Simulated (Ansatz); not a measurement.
What does this script print? It uses Ansatz 0.2.0 through its Python package.

`run_bands.py`:
```python
# -*- coding: utf-8 -*-
"""Band structure of CdTe."""

import ansatz as az
from ase import Atoms
import matplotlib.pyplot as plt
import numpy as np

MESH = (4, 4, 4)
SMEARING = "fermi_dirac"
WIDTH_EV = 0.05
N_EMPTY = 8

atoms = Atoms(
    ["Cd", "Cd", "Te", "Te"],
    scaled_positions=[
        (0.27703, 0.72297, 0.75),
        (0.72297, 0.27703, 0.25),
        (0.766137, 0.233863, 0.75),
        (0.233863, 0.766137, 0.25),
    ],
    cell=[
        (3.065291, -3.094609, 0.0),
        (3.065291, 3.094609, 0.0),
        (0.0, 0.0, 6.090652),
    ],
    pbc=True,
)
structure = az.Crystal.from_ase(atoms)

# vertices of the path, as fractions of the reciprocal vectors
path = [
    ("G", (0.0, 0.0, 0.0)),
    ("S", (0.0, 0.5, 0.0)),
    ("R", (0.0, 0.5, 0.5)),
    ("Z", (0.0, 0.0, 0.5)),
    ("T", (-0.5, 0.5, 0.5)),
]
calc = (
    structure.calculation()
    .kpoints(mesh=MESH)  # the mesh must be finer for metals
    .functional(az.Functional.LDA)
    .occupations(SMEARING, width=WIDTH_EV)  # the run then minimises F = E - TS
    .pseudopotentials("paw")
    .band_structure([point for _, point in path], intervals=4)  # levels along the path at the converged density
    .scf(extra_bands=N_EMPTY)
    .density_of_states(method="smearing", broadening_width=0.2, nscf_kmesh_spacing=0.2)
    .band_table()
)
history = []
out = calc.session().plan().execute(on_event=lambda event: history.append(event["data"]["dr2_ev"]) if event["event"] == "scf_iter" else None)
rep = out.report
print("density residual by iteration (eV):", " ".join(f"{value:.1e}" for value in history[:40]))

print("%-22s %14.5f eV" % ("F = E - TS", rep["free_energy_ev"]))
print("%-22s %14.5f eV" % ("E", rep["internal_energy_ev"]))
print("%-22s %14.5f eV" % ("Harris-Foulkes", rep["harris_foulkes_ev"]))
print("%-22s %14.5f eV" % ("Fermi level", rep["fermi_energy_ev"]))

dos = out.density_of_states()
energy = np.asarray(dos.energies_ev) - dos.fermi_ev
top = min(levels[-1] for levels in rep["eigenvalues_ev"]) - dos.fermi_ev  # the computed bands end here
fig, ax = plt.subplots(figsize=(5, 3.2))
for spin, channel in enumerate(dos.channels):
    ax.plot(energy, (-1) ** spin * np.asarray(channel.g_bin_mean_per_ev), lw=1)
ax.axvline(0, color="k", ls=":")
ax.set(xlim=(-10, min(8, top)), xlabel="E - E_F (eV)", ylabel="states/eV", title="CdTe")
fig.tight_layout()
fig.savefig("dos.png", dpi=100)
print("states below E_F:", round(float(np.interp(0.0, energy, dos.spin_summed_integrated)), 3))

table = np.array(rep["eigenvalues_ev"]) - rep["fermi_energy_ev"]
filling = np.array(rep["occupations"])
weights = np.tile(rep["kweights"], len(table) // len(rep["kweights"]))
print("band   lowest  highest (eV from E_F)  electrons")
for band in range(table.shape[1]):
    if table[:, band].max() > -8:
        print(f"{band + 1:4d} {table[:, band].min():8.3f} {table[:, band].max():8.3f} {weights @ filling[:, band]:18.4f}")
print("electrons counted from the table:", round(float(weights @ filling.sum(axis=1)), 5))

bands = out.band_structure()
fermi = bands.fermi_energy_ev
print(f"zero of the bands: {fermi:.3f} eV, the Fermi level found on the SCF mesh")
for spin, channel in enumerate(bands.channels):
    levels = channel.eigenvalues_ev - fermi
    crossing = [b for b in range(levels.shape[1]) if levels[:, b].min() < 0 < levels[:, b].max()]
    print(f"channel {spin}: bands that cross the Fermi level on this path:", [b + 1 for b in crossing] or "none")
    shown = crossing or sorted(np.argsort(np.abs(levels).min(axis=0))[:2])
    for k, row in zip(bands.kpoints_frac, levels[:, shown]):
        print(f"{k[0]:7.3f} {k[1]:7.3f} {k[2]:7.3f}  ", " ".join(f"{e:8.3f}" for e in row))
```

`python run_bands.py` gives:
```text
DeckWarning: basis.ecutwfc = 420 eV, auto-derived from the records' recommended cutoffs: set by Cd (normal level)
density residual by iteration (eV): 3.4e-02 2.0e-02 2.0e-04 2.7e-06 8.8e-08 7.9e-09
F = E - TS               -29890.92266 eV
E                        -29890.90294 eV
Harris-Foulkes           -29890.92266 eV
Fermi level                   9.48022 eV
states below E_F: 71.945
band   lowest  highest (eV from E_F)  electrons
  29   -8.138   -7.500             2.0000
  30   -8.138   -7.467             2.0000
  31   -5.100   -2.925             2.0000
  32   -5.100   -1.882             2.0000
  33   -3.117   -0.051             1.9834
  34   -3.111   -0.051             1.9834
  35   -3.090    0.010             1.9509
  36   -3.090    0.010             1.9167
  37   -1.408    2.804             0.1250
  38   -1.347    2.907             0.0406
  39    3.482    5.097             0.0000
  40    3.656    6.993             0.0000
  41    4.027    8.801             0.0000
  42    4.027    8.890             0.0000
  43    4.514    9.108             0.0000
  44    4.514    9.157             0.0000
electrons counted from the table: 72.0
zero of the bands: 9.480 eV, the Fermi level found on the SCF mesh
channel 0: bands that cross the Fermi level on this path: [35, 36, 37]
  0.000   0.000   0.000     -0.462   -0.422   -0.357
  0.000   0.125   0.000     -0.563   -0.540   -0.250
  0.000   0.250   0.000     -0.974   -0.084    0.604
 -0.000   0.375   0.000     -0.796    0.074    1.533
  0.000   0.500   0.000     -0.231   -0.162    2.472
  0.000   0.500   0.125     -0.208   -0.141    2.555
  0.000   0.500   0.250     -0.147   -0.091    2.804
  0.000   0.500   0.375     -0.079   -0.042    2.799
  0.000   0.500   0.500      0.010    0.010    2.638
 -0.000   0.375   0.500     -0.167   -0.167    2.846
  0.000   0.250   0.500     -0.561   -0.561    2.439
  0.000   0.125   0.500     -0.985   -0.985    1.808
  0.000   0.000   0.500     -1.243   -1.243    1.514
 -0.125   0.125   0.500     -0.493   -0.493    2.171
 -0.250   0.250   0.500     -0.185   -0.185    2.534
 -0.375   0.375   0.500     -1.606   -1.606    2.243
 -0.500   0.500   0.500     -3.090   -3.090    2.288
```
(Warnings from the package without file and line.)

What to keep in mind:
- Total energies depend on the potentials; only differences at equal settings carry meaning. A total without «per atom» is that of the whole cell that was run.
- The count of states below the Fermi level is interpolated on the energy grid.
- The mesh is modest for a metal, so energies can be off by several to tens of meV an atom and pressures by half a GPa or more; differences at equal mesh fare better.
- Only differences from the Fermi energy are physical; the zero of the scale is a convention.
- The structure comes from a database of computed cells and needn't be a stable or known phase.
- Gaps and levels are Kohn-Sham values on a finite set of k-points, without spin-orbit coupling.
- The computed bands are complete only to about 4.5 eV above the Fermi level; beyond that the density of states is undercounted.
- Hardware and time: 19 s on 1 thread of Arm Neoverse V1, on a shared host, peak memory 0.54 GiB.
